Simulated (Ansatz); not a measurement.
## Zr2N: two-dimensional strain map

Theory: DFT PBEsol, scalar-relativistic, plane waves, PAW (Ansatz 0.2.0). The runs took a 420 eV cutoff, a Γ-centred 10×10×14 mesh and Gaussian smearing (0.15 eV). No spin polarisation. Energies are free energies at this smearing, counted from the undisturbed cell; pressure is positive in compression.

Reference structure (relaxed at this level; it needn't be the usual structure):

```
CELL_PARAMETERS angstrom
5.37005 0.00000 0.00000
0.00000 5.37005 0.00000
0.00000 0.00000 3.27262
ATOMIC_POSITIONS crystal
Zr 0.29625 0.29625 0.00000
Zr 0.70375 0.70375 0.00000
Zr 0.79625 0.20375 0.50000
Zr 0.20375 0.79625 0.50000
N 0.00000 0.00000 0.00000
N 0.50000 0.50000 0.50000
```

The cell is strained by p along both x and y and by q along z, fractional coordinates fixed. Points are written (p, q).

Energy above the undisturbed cell in meV/atom (a dash: not computed):

```csv
p \ q,-0.080,-0.040,0.000,0.080
-0.080,680.8,468.3,337.8,259.9
0.000,138.4,–,0.0,99.3
0.080,257.4,–,237.4,424.1
```

Pressure in GPa:

```csv
p \ q,-0.080,-0.040,0.000,0.080
-0.080,76.5,58.5,43.3,20.2
0.000,19.4,–,0.0,-12.5
0.080,-8.8,–,-20.5,-27.2
```